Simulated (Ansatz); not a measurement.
TaSi2:

```
Ta Si
1.0
     4.78000    0.00000    0.00000
    -2.39000    4.13960    0.00000
     0.00000    0.00000    6.56400
Ta Si
3 6
Direct
  0.00000 0.50000 0.16667
  0.50000 0.50000 0.83333
  0.50000 0.00000 0.50000
  0.33330 0.16665 0.16667
  0.16665 0.83335 0.83333
  0.83335 0.66670 0.50000
  0.66670 0.83335 0.16667
  0.83335 0.16665 0.83333
  0.16665 0.33330 0.50000
```

Base run:

* Program: Ansatz 0.2.0
* Functional: PBEsol
* Potentials or basis: Ansatz PAW
* Cutoff: 420 eV
* Density cutoff: 1680 eV
* k mesh: 7 × 7 × 4
* Occupations: fermi-dirac, width 0.05 eV
* Spin: no spin polarisation

Its results: band gap on the k mesh none (metal or under the smearing width); pressure -1.3 GPa; largest force 0.745 eV/Å.

Problem. After a change of settings the same cell gave: band gap on the k mesh none (metal or under the smearing width); pressure -0.4 GPa; largest force 0.781 eV/Å. Which change was it?
A. functional from PBEsol to PBE; occupations from fermi-dirac, width 0.05 eV to gaussian, width 0.011 eV
B. hubbard terms from none to Ta d U = 6 eV; hubbard projectors from none to ortho-atomic (the default)
C. hubbard terms from none to Ta d U = 3 eV; hubbard projectors from none to ortho-atomic (the default)
D. functional from PBEsol to PBE

Solution. C.

Caveats: the cell's inner coordinates are idealised or old, which leaves forces on the atoms; the PAW data sets come from PBE, with cores solved anew for the run's functional, which leaves a small shift of forces and pressure; the density of states is complete only up to the lowest level of the last band computed; U without spin polarisation on a metal has little footing (some runs); the U is typed as a test and isn't derived for this compound (some runs).

Not every run made on this cell is shown here.
